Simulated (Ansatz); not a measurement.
# MgO: a line through a two-coordinate scan

Aim: follow the energy of MgO (P6_3/mmc, No. 194; 4 atoms in the cell) along one coordinate, lattice constant c, with the other held at lattice constant a (and b) = 3.521 Å.

Computed with Ansatz 0.2.0 (DFT PBE, scalar-relativistic, plane waves, PAW, unless a step's input says otherwise).

73 further runs of the same task are left out: 73 set aside as unsound or not needed.

### 1 The structure to begin with

Symmetry: P6_3/mmc, No. 194, hexagonal system. The conventional cell has a = 3.521 Å, b = 3.521 Å, c = 4.239 Å, α = 90.00°, β = 90.00°, γ = 120.00°. Mg (site symmetry -6m2) has 5 O at 2.03 to 2.12 Å as nearest neighbours. O (site symmetry -6m2) is surrounded by 5 Mg at 2.03 to 2.12 Å.

Coordinates:

```
CELL_PARAMETERS angstrom
3.52132 0.00000 0.00000
-1.76066 3.04955 0.00000
0.00000 0.00000 4.23938
ATOMIC_POSITIONS crystal
Mg 0.66667 0.33333 0.75000
Mg 0.33333 0.66667 0.25000
O 0.66667 0.33333 0.25000
O 0.33333 0.66667 0.75000
```

It goes back to an entry of the Materials Project, which need not be the stable form.

This cell was relaxed beforehand with the same method: volume 11.38 Å³/atom, gap on the mesh 3.28 eV.

### 2 What is varied

The energy is mapped over the lattice constants a and c of the conventional cell.

First coordinate, lattice constant a (and b): 11 values from 3.345 to 3.697 Å. Second coordinate, lattice constant c: 11 values from 4.027 to 4.451 Å.

Nothing else is relaxed (symmetry fixes all fractional coordinates). Energies count from the relaxed crystal. Points are written as (first, second).

### 3 Point (3.521 Å, 4.027 Å)

input.yaml reads:

```yaml
crystal:
  lattice:
    - [3.5213164829, 0.0, 0.0]
    - [-1.7606582415, 3.049549529, 0.0]
    - [0.0, 0.0, 4.0274]
  atoms:
    - { symbol: Mg, position: [0.6666666667, 0.3333333333, 0.75] }
    - { symbol: Mg, position: [0.3333333333, 0.6666666667, 0.25] }
    - { symbol: O, position: [0.6666666667, 0.3333333333, 0.25] }
    - { symbol: O, position: [0.3333333333, 0.6666666667, 0.75] }
basis:
  ecutwfc: 520.0
kpoints:
  mp_grid: { grid: [9, 9, 6] }
hamiltonian:
  xc: pbe
  pseudopotentials: { kind: paw, azcp: { folder: soft_1 } }
scf:
  occupations: { method: gaussian, width: 0.05 }
output:
  forces: true
  stress: true
  eigenvalues: true
```

Launch:

```bash
ansatz run input.yaml --threads 1 --pin off --max-ram 2048MiB --backend cpu --events-out ev --progress --plain --runs-dir out
```

The session goes on with these runs: the other points of the line.

What does the calculation give? Wanted: for each run, lattice constant c; energy; slope; pressure.

As calculated:

| lattice constant c (Å) | step | energy (meV/atom) | slope (meV/atom per Å) | pressure (GPa) | band gap on the k-mesh (eV) |
| --- | --- | --- | --- | --- | --- |
| 4.027 | 3 | 26 | −269 | 8.1 | 3.60 |
| 4.070 | 4 | 16 | −202 | 6.2 | 3.53 |
| 4.112 | – | 8 | −142 | 4.4 | 3.47 |
| 4.155 | 5 | 3.6 | −89 | 2.8 | 3.41 |
| 4.197 | – | 0.9 | −42 | 1.3 | 3.34 |
| 4.239 | – | 0 | 0 | 0.0 | 3.28 |
| 4.282 | 6 | 0.8 | 37 | −1.2 | 3.21 |
| 4.324 | 7 | 3.1 | 69 | −2.3 | 3.15 |
| 4.367 | 8 | 7 | 98 | −3.4 | 3.09 |
| 4.409 | 9 | 11 | 123 | −4.3 | 3.02 |
| 4.451 | 10 | 17 | 144 | −5.2 | 2.96 |

Energies count from the relaxed crystal. Rows without a step come from runs not printed here or follow by symmetry. Slopes come from the forces (and the stress, where the cell changes), not from differences of energies.

The lowest point of the line is at 4.239 Å, 0 meV/atom from the zero. Energies and slopes round the minimum, fitted together, put the minimum at 4.2394 Å, with a curvature of about 930 meV/atom per Å². The highest point computed, at 4.027 Å, lies 26 meV/atom above the lowest. This is one cut through a surface in two coordinates; it holds the lowest point sampled, which need not be a minimum.

The gaps are Kohn-Sham values of a semilocal functional, not quasiparticle or optical gaps. Such gaps usually fall short of the measured ones.
